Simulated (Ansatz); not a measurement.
# WC: the cost of one run

Program: Ansatz 0.2.0. Level of theory: DFT PBE, plane waves, PAW, scalar-relativistic, no spin polarisation. These are calculated values, not measurements.

**1. The structure to begin with**

The cell holds 16 atoms (C8W8): a = 5.987 Å, b = 5.185 Å, c = 5.876 Å, α = 90.00°, β = 90.00°, γ = 90.00°.

Structure file:

```xyz
16
Lattice="-2.9936 -5.1851 0.0000 4.4905 -2.5926 0.0000 0.0000 0.0000 5.8759" Properties=species:S:1:pos:R:3 pbc="T T T"
W     0.0000   -5.1851    0.0000
C     1.4968   -4.3209    1.4690
W     0.0000   -5.1851    2.9379
C     1.4968   -4.3209    4.4069
W    -1.4968   -2.5926    0.0000
C     0.0000   -1.7284    1.4690
W    -1.4968   -2.5926    2.9379
C     0.0000   -1.7284    4.4069
W     1.4968   -2.5926    0.0000
C     2.9936   -1.7284    1.4690
W     1.4968   -2.5926    2.9379
C     2.9936   -1.7284    4.4069
W     0.0000    0.0000    0.0000
C    -1.4968   -4.3209    1.4690
W     0.0000    0.0000    2.9379
C    -1.4968   -4.3209    4.4069
```

**2. Run 1**

90 steps of 0.75 fs under a Langevin thermostat at 4200 K.

File input.yaml:

```yaml
crystal:
  lattice:
    - [-2.993637, -5.185131, 0.0]
    - [4.490455, -2.592565, 0.0]
    - [0.0, 0.0, 5.875883]
  atoms:
    - { symbol: W, position: [0.75, 0.5, 0.0] }
    - { symbol: C, position: [0.5, 0.6666667, 0.25] }
    - { symbol: W, position: [0.75, 0.5, 0.5] }
    - { symbol: C, position: [0.5, 0.6666667, 0.75] }
    - { symbol: W, position: [0.5, 0.0, 0.0] }
    - { symbol: C, position: [0.25, 0.1666667, 0.25] }
    - { symbol: W, position: [0.5, 0.0, 0.5] }
    - { symbol: C, position: [0.25, 0.1666667, 0.75] }
    - { symbol: W, position: [0.25, 0.5, 0.0] }
    - { symbol: C, position: [0.0, 0.6666667, 0.25] }
    - { symbol: W, position: [0.25, 0.5, 0.5] }
    - { symbol: C, position: [0.0, 0.6666667, 0.75] }
    - { symbol: W, position: [0.0, 0.0, 0.0] }
    - { symbol: C, position: [0.75, 0.1666667, 0.25] }
    - { symbol: W, position: [0.0, 0.0, 0.5] }
    - { symbol: C, position: [0.75, 0.1666667, 0.75] }
basis:
  ecutwfc: 420.0
kpoints:
  mp_grid: { grid: [3, 3, 3] }
hamiltonian:
  xc: pbe
  pseudopotentials: { kind: paw, azcp: { folder: soft_1 } }
scf:
  occupations: { method: fermi_dirac, width: 0.36 }
  lower_state_search: "off"
md:
  timestep: 0.75
  n_steps: 90
  ensemble: nvt_langevin
  temperature: 4200.0
  initial_velocities: maxwell_boltzmann
  seed: 122565
  friction: 0.02
```

On the command line:

```console
> ansatz run input.yaml --threads 2 --pin off --max-ram 5120MiB --backend cpu --events-out ev --progress --plain --runs-dir out
```

**Question.** How long does this run take on 2 threads of AMD EPYC 7R43 (Zen 3), shared host, and how much memory does it need?

About 18 min, with a peak of 0.81 GiB.
